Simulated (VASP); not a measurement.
Crystal: Ta.

```xyz
1
Lattice="2.6920 0.0000 0.0000 0.0000 2.6920 0.0000 0.0000 0.0000 2.6920" Properties=species:S:1:pos:R:3 pbc="T T T"
Ta    0.0000    0.0000    0.0000
```

The cell was built by a generator and needn't be a form met in nature.

| Quantity | Value |
| --- | --- |
| Program | VASP 6.6.1 |
| Task | relaxation of cell and atoms |
| Functional | BLYP |
| Potentials or basis | VASP PAW PBE potentials, release 64 (Ta_pv) |
| Cutoff | 600 eV |
| k mesh | 12 × 12 × 12 |
| Occupations | fermi-dirac, width 0.1 eV |
| Spin | no spin polarisation |

At the start: pressure 16.1 GPa; volume 19.51 Å³/atom.

**Question.** Where does the relaxation end?

**Answer.** Over 4 steps the energy falls by 93.6 meV/atom and the volume is 21.56 Å³/atom (+10.5 %); space group Pm-3m (No. 221, to 0.05 Å).

Step by step:
| step | energy change (eV) | largest force (eV/Å) | pressure (GPa) | volume (Å³) |
| --- | --- | --- | --- | --- |
| 1 | 0.0000 | 0.0000 | 16.14 | 19.51 |
| 2 | 0.1397 | 0.0000 | -15.95 | 25.60 |
| 3 | -0.0934 | 0.0000 | -0.64 | 21.65 |
| 4 | -0.0936 | 0.0000 | -0.06 | 21.56 |

Final structure:
```cif
data_structure
_symmetry_space_group_name_H-M 'P 1'
_symmetry_Int_Tables_number 1
_cell_length_a 2.7832
_cell_length_b 2.7832
_cell_length_c 2.7832
_cell_angle_alpha 90.000
_cell_angle_beta 90.000
_cell_angle_gamma 90.000
_cell_volume 21.56
loop_
_atom_site_label
_atom_site_type_symbol
_atom_site_fract_x
_atom_site_fract_y
_atom_site_fract_z
_atom_site_occupancy
Ta1 Ta 0.00000 0.00000 0.00000 1
```

Caveat: the PAW data sets were made with another functional, which shifts forces and pressure a little.
